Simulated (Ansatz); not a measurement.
# MoSe2: the cost of one run

Computed with the Python package of Ansatz 0.2.0. The levels of theory stand in the script.

The COD entry's cell or inner coordinates are ideal or old and differ from later refinements, so a difference from it is no clean test against experiment.

### Step 1. The system

The structure is hexagonal, space group P6_3/mmc (No. 194). Conventional cell: a = 3.288 Å, b = 3.288 Å, c = 12.900 Å, α = 90.00°, β = 90.00°, γ = 120.00°. Mo (site symmetry -6m2) is surrounded by 6 Se at 2.49 Å. Se (site symmetry 3m) has 3 Mo at 2.49 Å as nearest neighbours.

The script holds or builds the structure itself.

### Step 2. The code

File lattice_mose2.py:

```python
import ansatz as az
import numpy as np

def edges_and_angles(cell):
    cell = np.asarray(cell)
    a, b, c = np.linalg.norm(cell, axis=1)
    cosines = cell[1] @ cell[2] / (b * c), cell[0] @ cell[2] / (a * c), cell[0] @ cell[1] / (a * b)
    return (a, b, c, *np.degrees(np.arccos(cosines)))


def main() -> None:
    vectors = np.array([
        [3.288, 0.0, 0.0],
        [-1.644, 2.847492, 0.0],
        [0.0, 0.0, 12.9],
    ])
    cell = (
        az.Lattice.of(vectors)
        .atom("Mo", (1 / 3, 2 / 3, 0.25))
        .atom("Mo", (2 / 3, 1 / 3, 0.75))
        .atom("Se", (1 / 3, 2 / 3, 0.625))
        .atom("Se", (2 / 3, 1 / 3, 0.125))
        .atom("Se", (1 / 3, 2 / 3, 0.875))
        .atom("Se", (2 / 3, 1 / 3, 0.375))
    )

    setup = cell.calculation()
    setup = setup.kpoints(9, 9, 2)
    setup = setup.occupations("fermi_dirac")
    setup = setup.relax(cell=True, max_steps=100)

    levels = [("revpbe", "d3bj"), ("lda", "none"), ("r2scan", "none"), ("pbe", "d4")]
    print("level            a       b       c    alpha   beta  gamma  V/atom  steps")
    for name, dispersion in levels:
        seen = []
        run = setup.functional(name, dispersion=dispersion).session().plan()
        res = run.execute(on_event=lambda e: seen.append(e) if e["event"] == "relax_step" else None)
        cell = res.lattice.cell_ang
        label = name if dispersion == "none" else f"{name}+{dispersion}"
        print("{:13s} {:7.4f} {:7.4f} {:7.4f} {:6.2f} {:6.2f} {:6.2f}".format(label, *edges_and_angles(cell)), f"{abs(np.linalg.det(cell)) / len(res.lattice.sites):7.3f} {len(seen):5d}")


if __name__ == "__main__":
    main()
```

### Step 3. The input behind the calls

The engine receives this input (first run):

```yaml
crystal:
  lattice:
    - [3.288, 0.0, 0.0]
    - [-1.644, 2.847492, 0.0]
    - [0.0, 0.0, 12.9]
  atoms:
    - { symbol: Mo, position: [0.3333333333333333, 0.6666666666666666, 0.25] }
    - { symbol: Mo, position: [0.6666666666666666, 0.3333333333333333, 0.75] }
    - { symbol: Se, position: [0.3333333333333333, 0.6666666666666666, 0.625] }
    - { symbol: Se, position: [0.6666666666666666, 0.3333333333333333, 0.125] }
    - { symbol: Se, position: [0.3333333333333333, 0.6666666666666666, 0.875] }
    - { symbol: Se, position: [0.6666666666666666, 0.3333333333333333, 0.375] }
kpoints:
  mp_grid:
    grid: [9, 9, 2]
hamiltonian:
  xc: revpbe
  dispersion: d3bj
scf:
  occupations:
    method: fermi_dirac
relax:
  max_steps: 100
  cell: {}
```

### Step 4. The run

Command:

```
python lattice_mose2.py
```

What time and memory should one allow on 1 thread of Arm Neoverse V1, shared host?

About 4.2 min, with a peak of 0.85 GiB.
